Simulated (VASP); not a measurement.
## VASP 6.6.1, PBEsol single-point calculation, CaO (distorted rocksalt)

INCAR

```
ENCUT = 520
NSW = 0
GGA = PS
PREC = Accurate
LREAL = .FALSE.
LASPH = .TRUE.
ISIF = 2
SIGMA = 0.02
NELM = 120
LWAVE = .FALSE.
LCHARG = .FALSE.
NBANDS = 15
ISMEAR = -1
IBRION = -1
EDIFF = 1E-7
```

KPOINTS

```
KPOINTS created by Atomic Simulation Environment
0
Gamma
8 8 8
0 0 0
```

POSCAR

```
Ca O
 1.0000000000000000
    -0.0945000000000000    2.3405000000000000    2.4685000000000001
     2.2528999999999999    0.0275000000000000    2.3466000000000000
     2.3092000000000001    2.2749000000000001   -0.0288000000000000
 Ca  O
   1   1
Cartesian
  2.3633924300000002  2.2744540099999999  0.0538549300000000
  2.2018350900000003  2.1655173900000002  2.3675964500000002
```

VASP ran with the recommended PBE PAW datasets (16 valence electrons in the cell).

OSZICAR

```
N       E                     dE             d eps       ncg     rms          rms(c)
DAV:   1     0.120894035492E+03    0.12089E+03   -0.82395E+03  7800   0.110E+03
DAV:   2    -0.964372481163E+01   -0.13054E+03   -0.12178E+03  9466   0.295E+02
DAV:   3    -0.146547023662E+02   -0.50110E+01   -0.49772E+01  9619   0.591E+01
DAV:   4    -0.148119710429E+02   -0.15727E+00   -0.15717E+00 10745   0.951E+00
DAV:   5    -0.148141910002E+02   -0.22200E-02   -0.22199E-02  9495   0.986E-01    0.821E+00
DAV:   6    -0.133083666890E+02    0.15058E+01   -0.43148E+00  8913   0.215E+01    0.342E+00
DAV:   7    -0.132315569762E+02    0.76810E-01   -0.35197E-01  8879   0.651E+00    0.176E+00
DAV:   8    -0.132153768878E+02    0.16180E-01   -0.72307E-02 10348   0.288E+00    0.366E-01
DAV:   9    -0.132141865978E+02    0.11903E-02   -0.49625E-03  8137   0.619E-01    0.101E-01
DAV:  10    -0.132145469169E+02   -0.36032E-03   -0.58567E-04 10065   0.249E-01    0.283E-02
DAV:  11    -0.132145366220E+02    0.10295E-04   -0.47418E-05  9690   0.838E-02    0.105E-02
DAV:  12    -0.132145366615E+02   -0.39493E-07   -0.63072E-06  9074   0.268E-02    0.166E-03
DAV:  13    -0.132145366111E+02    0.50382E-07   -0.30997E-07  9697   0.610E-03
   1 F= -.13214537E+02 E0= -.13214537E+02  d E =-.278817E-12
```

From OUTCAR

```
k-points           NKPTS =    260   k-points in BZ     NKDIM =    260   number of bands    NBANDS=     15

   NELECT =      16.0000    total number of electrons

   dimension x,y,z NGX =    28 NGY =   24 NGZ =   24
   dimension x,y,z NGXF=    56 NGYF=   48 NGZF=   48

  energy-cutoff  :      520.00
  volume of cell :       25.83
      direct lattice vectors                 reciprocal lattice vectors
    -0.094500000  2.340500000  2.468500000    -0.206671335  0.212267911  0.195931340
     2.252900000  0.027500000  2.346600000     0.219984393 -0.220547285  0.217532690
     2.309200000  2.274900000 -0.028800000     0.209971730  0.223856875 -0.204210933

 k-points in reciprocal lattice and weights: KPOINTS created by Atomic Simulation Env
   0.00000000  0.00000000  0.00000000       0.002
   0.12500000 -0.00000000  0.00000000       0.004
   0.25000000 -0.00000000  0.00000000       0.004
   0.37500000 -0.00000000  0.00000000       0.004
   0.50000000 -0.00000000  0.00000000       0.002
   0.00000000  0.12500000 -0.00000000       0.004
   0.12500000  0.12500000 -0.00000000       0.004
   0.25000000  0.12500000  0.00000000       0.004
   ...

 E-fermi :   3.0459

 k-point     1 :       0.0000    0.0000    0.0000
  band No.  band energies     occupation
      1     -34.4589      2.00000
      2     -15.3201      2.00000
      3     -15.2456      2.00000
      4     -15.2293      2.00000
      5     -12.9013      2.00000
      6       2.3077      2.00000
      7       2.5447      2.00000
      8       2.5889      2.00000
      9       7.5324      0.00000
     10       8.7019      0.00000
     11       9.3198      0.00000
     12       9.5061      0.00000
     13      10.7001      0.00000
     14      11.2082      0.00000
     15      17.8750      0.00000

 k-point     2 :       0.1250   -0.0000    0.0000
  band No.  band energies     occupation
      1     -34.4407      2.00000
      2     -15.6379      2.00000
      3     -15.2509      2.00000
      4     -15.2395      2.00000
      5     -12.5692      2.00000
      6       1.7707      2.00000
      7       2.3476      2.00000
      8       2.4709      2.00000
      9       8.1108      0.00000
     10       8.7630      0.00000
     11       9.4676      0.00000
     12       9.7113      0.00000
     13      11.1226      0.00000
     14      11.6596      0.00000
     15      18.4208      0.00000

 k-point     3 :       0.2500   -0.0000    0.0000
  band No.  band energies     occupation
      1     -34.3963      2.00000
      2     -16.2197      2.00000
      3     -15.2775      2.00000
      4     -15.2429      2.00000
      5     -11.9572      2.00000
      6       0.8185      2.00000
      7       1.9431      2.00000
      8       2.0738      2.00000
      9       8.7700      0.00000
     10       9.5796      0.00000
     11      10.1014      0.00000
     12      10.2736      0.00000
     13      12.0442      0.00000
     14      12.6478      0.00000
     15      18.7995      0.00000

 k-point     4 :       0.3750   -0.0000    0.0000
  band No.  band energies     occupation
      1     -34.3514      2.00000
      2     -16.6742      2.00000
      3     -15.3056      2.00000
      4     -15.2439      2.00000
      5     -11.4679      2.00000
      6       0.0560      2.00000
      7       1.5720      2.00000
      8       1.7064      2.00000
      9       9.2948      0.00000
     10      10.5698      0.00000
     11      10.8209      0.00000
     12      11.1884      0.00000
     13      12.9178      0.00000
     14      13.6196      0.00000
     15      17.7487      0.00000

 k-point     5 :       0.5000   -0.0000    0.0000
  band No.  band energies     occupation
      1     -34.3326      2.00000
      2     -16.8410      2.00000
      3     -15.3172      2.00000
      4     -15.2442      2.00000
      5     -11.2850      2.00000
      6      -0.2289      2.00000
      7       1.4247      2.00000
      8       1.5666      2.00000
      9       9.6506      0.00000
     10      10.8548      0.00000
     11      11.1472      0.00000
     12      11.7167      0.00000
     13      13.2871      0.00000
     14      14.0343      0.00000
     15      17.1653      0.00000

 k-point     6 :       0.0000    0.1250   -0.0000
  band No.  band energies     occupation
      1     -34.4341      2.00000
      2     -15.6190      2.00000
      3     -15.2859      2.00000
      4     -15.2481      2.00000
      5     -12.5719      2.00000
      6       1.8985      2.00000
      7       2.1196      2.00000
      8       2.4642      2.00000
      9       8.1761      0.00000
     10       8.9095      0.00000
     11       9.1875      0.00000
     12       9.7312      0.00000
     13      11.1490      0.00000
     14      11.7081      0.00000
     15      18.6893      0.00000

 k-point     7 :       0.1250    0.1250   -0.0000
  band No.  band energies     occupation
      1     -34.4323      2.00000
      2     -15.5767      2.00000
      3     -15.3003      2.00000
      4     -15.2674      2.00000
      5     -12.6191      2.00000
      6       1.5861      2.00000
      7       2.3960      2.00000
      8       2.5202      2.00000
      9       8.2555      0.00000
     10       8.6123      0.00000
     11       9.6873      0.00000
     12       9.8306      0.00000
     13      11.2029      0.00000
     14      11.5630      0.00000
     15      18.8134      0.00000

 k-point     8 :       0.2500    0.1250    0.0000
  band No.  band energies     occupation
      1     -34.3999      2.00000
      2     -15.9520      2.00000
      3     -15.3353      2.00000
      4     -15.2995      2.00000
      5     -12.2332      2.00000
      6       0.9963      2.00000
      7       2.0730      2.00000
      8       2.3637      2.00000
      9       8.2001      0.00000
     10       9.4853      0.00000
     11      10.2383      0.00000
     12      10.4564      0.00000
     13      11.7906      0.00000
     14      12.2282      0.00000
     15      19.3705      0.00000

 k-point     9 :       0.3750    0.1250    0.0000
  band No.  band energies     occupation
      1     -34.3553      2.00000
      2     -16.4126      2.00000
      3     -15.3850      2.00000
      4     -15.3042      2.00000
      5     -11.7588      2.00000
      6       0.4301      2.00000
      7       1.6314      2.00000
      8       1.9879      2.00000
      9       8.6121      0.00000
     10      10.2772      0.00000
     11      10.9379      0.00000
     12      11.4319      0.00000
     13      12.7529      0.00000
     14      13.0472      0.00000
     15      18.2348      0.00000

 k-point    10 :       0.5000    0.1250    0.0000
  band No.  band energies     occupation
      1     -34.3247      2.00000
      2     -16.7020      2.00000
      3     -15.4274      2.00000
      4     -15.2851      2.00000
      5     -11.4424      2.00000
      6       0.0615      2.00000
      7       1.4280      2.00000
      8       1.6470      2.00000
      9       9.4152      0.00000
     10      10.2814      0.00000
     11      11.2798      0.00000
     12      12.0678      0.00000
     13      13.4801      0.00000
     14      14.0163      0.00000
     15      17.1029      0.00000

 k-point    11 :      -0.3750    0.1250   -0.0000
  band No.  band energies     occupation
      1     -34.3265      2.00000
      2     -16.7176      2.00000
      3     -15.4359      2.00000
      4     -15.2563      2.00000
      5     -11.4027      2.00000
      6       0.0649      2.00000
      7       1.4472      2.00000
      8       1.6007      2.00000
      9       9.4468      0.00000
     10      10.3455      0.00000
     11      10.9930      0.00000
     12      11.5788      0.00000
     13      13.3315      0.00000
     14      14.4522      0.00000
     15      17.3413      0.00000

 k-point    12 :      -0.2500    0.1250   -0.0000
  band No.  band energies     occupation
      1     -34.3595      2.00000
      2     -16.4574      2.00000
      3     -15.4032      2.00000
      4     -15.2347      2.00000
      5     -11.6624      2.00000
      6       0.4901      2.00000
      7       1.6400      2.00000
      8       1.8708      2.00000
      9       8.8891      0.00000
     10       9.8053      0.00000
     11      10.4000      0.00000
     12      10.8248      0.00000
     13      12.6183      0.00000
     14      13.6442      0.00000
     15      18.6471      0.00000

 k-point    13 :      -0.1250    0.1250   -0.0000
  band No.  band energies     occupation
      1     -34.4041      2.00000
      2     -16.0159      2.00000
      3     -15.3431      2.00000
      4     -15.2328      2.00000
      5     -12.1311      2.00000
      6       1.2159      2.00000
      7       2.0004      2.00000
      8       2.1764      2.00000
      9       8.5050      0.00000
     10       9.0328      0.00000
     11       9.7886      0.00000
     12       9.9682      0.00000
     13      11.7414      0.00000
     14      12.6013      0.00000
     15      19.1918      0.00000

 ...

  Total        1.4953369      2.8139054      0.3864438      0.1445779     -0.6001828      0.6854122
  in kB       92.7393547    174.5157050     23.9668749      8.9665837    -37.2227616     42.5086020
  external PRESSURE =      97.0739782 kB  Pullay stress =       0.0000000 kB

 POSITION                                       TOTAL-FORCE (eV/Angst)
 -----------------------------------------------------------------------------------
      2.36339      2.27445      0.05385        -0.356268     -1.023071     -0.208271
      2.20184      2.16552      2.36760         0.356268      1.023071      0.208271
 -----------------------------------------------------------------------------------
    total drift:                                0.000119     -0.000149     -0.000299

  FREE ENERGIE OF THE ION-ELECTRON SYSTEM (eV)
  ---------------------------------------------------
  free  energy   TOTEN  =       -13.2145366111 eV

  energy  without entropy=      -13.2145366111  energy(sigma->0) =      -13.21453661
```

```yaml
gap_between_bands_v_and_c_on_the_k_mesh: 3.65 eV
least_direct_gap_on_the_k_mesh: 4.02 eV
pressure: 9.7 GPa
largest_force: 1.10 eV/Å
```

Band v is the last that the valence electrons fill when counted band by band, and c is the next.
